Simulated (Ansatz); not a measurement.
Write the native input for Ansatz 0.2.0 that does the following.

```
Task                                : band structure
Functional                          : HSE06
Potentials or basis                 : Ansatz PAW
Cutoff                              : 420 eV (not typed: the program's choice for these potentials)
k mesh                              : 4 × 4 × 6
Occupations                         : fermi-dirac, width 0.05 eV
Spin                                : no spin polarisation
Path                                : [["G", "X", "M", "G", "Z", "R", "A", "Z"], ["X", "R"], ["M", "A"]]
Points for each segment of the path : 4
```

Crystal: TiO2.

```
Ti O
1.0
     4.59984    0.00000    0.00000
     0.00000    4.59984    0.00000
     0.00000    0.00000    2.95921
Ti O
2 4
Direct
  0.00000 0.00000 0.50000
  0.50000 0.50000 0.00000
  0.30432 0.30432 0.50000
  0.19568 0.80432 0.00000
  0.80432 0.19568 0.00000
  0.69568 0.69568 0.50000
```

The cell is a database's computed one.

These files were run (other wordings do the same):

input

```
crystal:
  lattice:
    - [4.5998373239, 0.0, 0.0]
    - [0.0, 4.5998373239, 0.0]
    - [0.0, 0.0, 2.95921356]
  atoms:
    - { symbol: Ti, position: [0.0, 0.0, 0.5] }
    - { symbol: Ti, position: [0.5, 0.5, 0.0] }
    - { symbol: O, position: [0.30432132, 0.30432132, 0.5] }
    - { symbol: O, position: [0.19567868, 0.80432132, 0.0] }
    - { symbol: O, position: [0.80432132, 0.19567868, 0.0] }
    - { symbol: O, position: [0.69567868, 0.69567868, 0.5] }
hamiltonian:
  xc: hse06
  pseudopotentials: { kind: paw }
kpoints:
  mp_grid: { grid: [4, 4, 6] }
  band_path:
    path:
      - [[0.0, 0.0, 0.0], [0.0, 0.5, 0.0], [0.5, 0.5, 0.0], [0.0, 0.0, 0.0], [0.0, 0.0, 0.5], [0.0, 0.5, 0.5], [0.5, 0.5, 0.5], [0.0, 0.0, 0.5]]
      - [[0.0, 0.5, 0.0], [0.0, 0.5, 0.5]]
      - [[0.5, 0.5, 0.0], [0.5, 0.5, 0.5]]
    npoints: 4
scf:
  occupations: { method: fermi_dirac, width: 0.05 }
  n_extra_bands: 15
output:
  forces: true
  stress: true
  eigenvalues: true
  fatbands: false
```

It gave:

```
Pressure                : -3.8 GPa
Largest force           : 0.200 eV/Å
Band gap on the k mesh  : 3.36 eV, direct
Band gap along the path : 3.36 eV, direct
```

Caveat: the pressure holds a Pulay correction of +0.5 GPa for the finite cutoff; the PAW data sets come from PBE, with cores solved anew for the run's functional, which leaves a small shift of forces and pressure; the thresholds are loose for stress.

It took 67 s on 1 × NVIDIA H100 80GB HBM3 with 2 threads of AMD EPYC 7R13 Processor (Zen 3), on a shared host, peak memory 2.4 GiB.
